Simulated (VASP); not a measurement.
# Li (Im-3m) in VASP: density of states with PBE

Aim: the density of states of Li with PBE.

Program: VASP 6.6.1. These are calculated values, not measurements. Logs are shortened: lines on timing, memory, paths and dates and some standing lists are left out, and cuts for length are marked.

### Step 1. The crystal as given

It takes space group Im-3m (No. 229, cubic). Conventional cell: a = 3.434 Å, b = 3.434 Å, c = 3.434 Å, α = 90.00°, β = 90.00°, γ = 90.00°. Li (site symmetry m-3m) has 8 Li at 2.97 Å as nearest neighbours.

### Step 2. Density of states, PBE

Contents of POSCAR:

```
Li
1.0
   -1.7170491696      1.7170491696      1.7170491696
    1.7170491696     -1.7170491696      1.7170491696
    1.7170491696      1.7170491696     -1.7170491696
Li
1
Direct
    0.0000000000      0.0000000000      0.0000000000
```

Contents of INCAR.step1:

```
SYSTEM = Li
PREC = Accurate
ENCUT = 520
EDIFF = 1E-6
ISMEAR = 0
SIGMA = 0.1
LREAL = .FALSE.
LASPH = .TRUE.
NELM = 100
ALGO = Fast
ISIF = 2
LWAVE = .FALSE.
LCHARG = .TRUE.
GGA = PE
NBANDS = 8
```

Contents of KPOINTS.step1:

```
Automatic mesh
0
G
  18 18 18
  0 0 0
```

Contents of INCAR.step2:

```
SYSTEM = Li
PREC = Accurate
ENCUT = 520
EDIFF = 1E-6
ISMEAR = -5
SIGMA = 0.1
LREAL = .FALSE.
LASPH = .TRUE.
NELM = 100
ALGO = Fast
ISIF = 2
LWAVE = .FALSE.
LCHARG = .FALSE.
GGA = PE
LORBIT = 10
NEDOS = 2001
ICHARG = 11
```

Contents of KPOINTS.step2:

```
Automatic mesh
0
G
  27 27 27
  0 0 0
```

Potentials or basis: VASP PAW PBE potentials, release 64 (Li_sv).

On the command line:

```bash
> cat potpaw_PBE.64/Li_sv/POTCAR > POTCAR
> cp INCAR.step1 INCAR
> cp KPOINTS.step1 KPOINTS
> mpirun -np 1 vasp_std > vasp.out
> cp INCAR.step2 INCAR
> cp KPOINTS.step2 KPOINTS
> mpirun -np 1 vasp_std > vasp.out
```

OUTCAR:

```text
SYSTEM = Li
   PREC = Accurate
   ENCUT = 520
   EDIFF = 1E-6
   ISMEAR = -5
   LREAL = .FALSE.
   LASPH = .TRUE.
   NELM = 100
   ISIF = 2
   GGA = PE
   LORBIT = 10
   ICHARG = 11

 ion  position               nearest neighbor table
   1  0.000  0.000  0.000-

  LATTYP: Found a body centered cubic cell.
 ALAT       =     3.4340983392

  Lattice vectors:

 A1 = (  -1.7170491696,   1.7170491696,   1.7170491696)
 A2 = (   1.7170491696,  -1.7170491696,   1.7170491696)
 A3 = (   1.7170491696,   1.7170491696,  -1.7170491696)

Analysis of symmetry for initial positions (statically):
=====================================================================
 Subroutine PRICEL returns:
 Original cell was already a primitive cell.

 Routine SETGRP: Setting up the symmetry group for a
 body centered cubic supercell.

 Subroutine GETGRP returns: Found 48 space group operations
 (whereof 48 operations were pure point group operations)
 out of a pool of 48 trial point group operations.

The static configuration has the point symmetry O_h .

Analysis of symmetry for dynamics (positions and initial velocities):
=====================================================================
 Subroutine PRICEL returns:
 Original cell was already a primitive cell.

 Routine SETGRP: Setting up the symmetry group for a
 body centered cubic supercell.

 Subroutine GETGRP returns: Found 48 space group operations
 (whereof 48 operations were pure point group operations)
 out of a pool of 48 trial point group operations.

The dynamic configuration has the point symmetry O_h .

 Subroutine INISYM returns: Found 48 space group operations
 (whereof 48 operations are pure point group operations),
 and found     1 'primitive' translations

----------------------------------------------------------------------------------------

                                     Primitive cell

  volume of cell :      20.2492

  direct lattice vectors                    reciprocal lattice vectors
    -1.717049170  1.717049170  1.717049170     0.000000000  0.291197252  0.291197252
     1.717049170 -1.717049170  1.717049170     0.291197252  0.000000000  0.291197252
     1.717049170  1.717049170 -1.717049170     0.291197252  0.291197252  0.000000000

  length of vectors
[... 82 lines left out ...]
   EDIFF  = 0.1E-05   stopping-criterion for ELM
   LREAL  =      F    real-space projection
   EDIFFG = 0.1E-04   stopping-criterion for IOM
   NSW    =      0    number of steps for IOM
   IBRION =     -1    ionic relax: 0-MD 1-quasi-New 2-CG
   NFREE  =      0    steps in history (QN), initial steepest desc. (CG)
   ISIF   =      2    stress and relaxation
   ISYM   =      2    0-nonsym 1-usesym 2-fastsym
   POTIM  = 0.5000    time-step for ionic-motion
   TEBEG  =    0.0;   TEEND  =   0.0 temperature during run
   PSTRESS=    0.0 pullay stress
   NELECT =       3.0000    total number of electrons
   NUPDOWN=      -1.0000    fix difference up-down
   EMIN   =  10.00;   EMAX   =-10.00  energy-range for DOS
   EFERMI =   0.00;   METHOD = LEGACY
   ISMEAR =    -5;   SIGMA  =   0.10  broadening in eV -4-tet -1-fermi 0-gaus
   EFERMI_NEDOS =   21; number of points for ismear=-14 and -15
   IALGO  =     68    algorithm
   IMIX   =      4    mixing-type and parameters
     AMIX     =   0.40;   BMIX     =  1.00
     AMIX_MAG =   1.60;   BMIX_MAG =  1.00
  volume/ion in A,a.u.               =      20.25       136.65
  Fermi-wavevector in a.u.,A,eV,Ry     =   0.866255  1.636985 10.209786  0.750398
  Thomas-Fermi vector in A             =   1.984618
   LORBIT       =     10    0 simple, 1 ext, 2 COOP (PROOUT), +10 PAW based schemes
   GGA     = PE    functional components
   LHFCALC =     F    Hartree Fock is set to
   AEXX    =    0.0000 exact exchange contribution
   IVDW    =     0    specifies the selected vdW correction
   LEPSILON=     F    determine dielectric tensor
   LRPA    =     F    only Hartree local field effects (RPA)
 non-spin polarized calculation
 RMM-DIIS sequential band-by-band and
 Fermi weights with tetrahedron method with Bloechl corrections
  energy-cutoff  :      520.00
  volume of cell :       20.25
 maximum number of plane-waves:       564

 number of electron       3.0000000 magnetization

 Free energy of the ion-electron system (eV)
  ---------------------------------------------------
  ext. energy  EPLUGINS =         0.00000000
  ---------------------------------------------------
  free energy    TOTEN  =        -1.90457977 eV

  energy without entropy =       -1.90457977  energy(sigma->0) =       -1.90457977

 E-fermi :   0.6499     XC(G=0):  -7.0467

 val. band max:        0.6418127572   @ k =   0.2963   0.1481   0.0741
 cond. band min:       0.6502403481   @ k =  -0.3704   0.4815   0.0370
 fundamental gap:      0.0084275909
 Fermi energy:         0.6499385406

 k-point     1 :       0.0000    0.0000    0.0000
  band No.  band energies     occupation
      1     -45.8999      2.00000
      2      -2.9337      2.00000
      3      15.2437      0.00000
      4      15.2437      0.00000
      5      15.2438      0.00000
[... 177 lines left out ...]
 k-point    24 :       0.3704    0.0370    0.0000
  band No.  band energies     occupation
      1     -45.8826      2.00000
      2      -0.1244      2.00000
      3       5.4850      0.00000
      4      11.1752      0.00000
      5      12.4088      0.00000

 [... further k-points ...]

------------------------ aborting loop because EDIFF is reached ----------------------------------------

  FORCE on cell =-STRESS in cart. coord.  units (eV):
  Direction    XX          YY          ZZ          XY          YZ          ZX
  --------------------------------------------------------------------------------------
  -------------------------------------------------------------------------------------
  Total       -0.0082828     -0.0082828     -0.0082828      0.0000000     -0.0000000      0.0000000
  in kB       -0.6553565     -0.6553565     -0.6553565      0.0000000     -0.0000000      0.0000000
  external PRESSURE =      -0.6553565 kB  Pullay stress =       0.0000000 kB

 VOLUME and BASIS-vectors are now :
 -----------------------------------------------------------------------------
  energy-cutoff  :      520.00
  volume of cell :       20.25
      direct lattice vectors                 reciprocal lattice vectors
    -1.717049170  1.717049170  1.717049170     0.000000000  0.291197252  0.291197252
     1.717049170 -1.717049170  1.717049170     0.291197252  0.000000000  0.291197252
     1.717049170  1.717049170 -1.717049170     0.291197252  0.291197252  0.000000000

 POSITION                                       TOTAL-FORCE (eV/Angst)
 -----------------------------------------------------------------------------------
      0.00000      0.00000      0.00000         0.000000      0.000000      0.000000
 -----------------------------------------------------------------------------------
    total drift:                                0.000000      0.000000      0.000000

  FREE ENERGIE OF THE ION-ELECTRON SYSTEM (eV)
  ---------------------------------------------------
  free  energy   TOTEN  =        -1.9045797712 eV

  energy  without entropy=       -1.9045797712  energy(sigma->0) =       -1.90457977

 total charge

# of ion       s       p       d       tot
------------------------------------------
    1        2.033   0.041   0.000   2.074
```

OSZICAR.step1:

```text
N       E                     dE             d eps       ncg     rms          rms(c)
DAV:   1    -0.262315921213E-01   -0.26232E-01   -0.69812E+02  3144   0.254E+02
DAV:   2    -0.188217396923E+01   -0.18559E+01   -0.18252E+01  4552   0.361E+01
DAV:   3    -0.190751535223E+01   -0.25341E-01   -0.25327E-01  3464   0.308E+00
DAV:   4    -0.190778449110E+01   -0.26914E-03   -0.26914E-03  4816   0.299E-01
DAV:   5    -0.190778596210E+01   -0.14710E-05   -0.14711E-05  3536   0.143E-02    0.211E-01
RMM:   6    -0.190668373057E+01    0.11022E-02   -0.12715E-04  4433   0.624E-02    0.127E-01
RMM:   7    -0.190617312767E+01    0.51060E-03   -0.72338E-04  4948   0.133E-01    0.252E-02
RMM:   8    -0.190618537320E+01   -0.12246E-04   -0.65554E-05  4870   0.498E-02    0.667E-03
RMM:   9    -0.190618668768E+01   -0.13145E-05   -0.34322E-05  4909   0.351E-02    0.373E-03
RMM:  10    -0.190618612184E+01    0.56583E-06   -0.11484E-05  4643   0.214E-02    0.495E-03
RMM:  11    -0.190618365425E+01    0.24676E-05   -0.56712E-06  4291   0.154E-02    0.119E-02
RMM:  12    -0.190618428337E+01   -0.62912E-06   -0.15808E-06  3498   0.941E-03
   1 F= -.19061843E+01 E0= -.19049215E+01  d E =-.252564E-02
```

Wall time 20 s (1 thread of Intel Xeon 6975P-C (Granite Rapids), shared host); peak memory 0.18 GiB.

What came out:

- Valence electrons inside the program's atomic spheres: Li 2.07

Levels at points of the mesh, in eV from the Fermi level:
```csv
k point,band 1,band 2,band 3,band 4,band 5
"(0.00, 0.00, 0.00)",-46.55,-3.58,14.59,14.59,14.59
```

States per cell in windows of 1 eV (zero at the Fermi level; states under -8 eV left out):
```
from (eV)  total  Li1_p  Li1_s  Li1_d
     -8.0   0.00   0.00   0.00   0.00
     -7.0   0.00   0.00   0.00   0.00
     -6.0   0.00   0.00   0.00   0.00
     -5.0   0.00   0.00   0.00   0.00
     -4.0   0.06   0.00   0.01   0.00
     -3.0   0.22   0.00   0.02   0.00
     -2.0   0.31   0.01   0.02   0.00
     -1.0   0.41   0.03   0.02   0.00
      0.0   0.51   0.04   0.01   0.00
      1.0   0.33   0.03   0.00   0.00
      2.0   0.14   0.02   0.00   0.00
      3.0   0.58   0.05   0.02   0.00
      4.0   0.45   0.05   0.01   0.00
      5.0   0.43   0.06   0.01   0.00
      6.0   0.64   0.09   0.03   0.00
      7.0   0.55   0.09   0.02   0.00
```

Caveat: the cutoff is under 1.25 times the usual one of these potentials, so pressure, stress and relaxed cells hold a basis-set (Pulay) error; tetrahedron occupations give inexact forces and stress in metals.
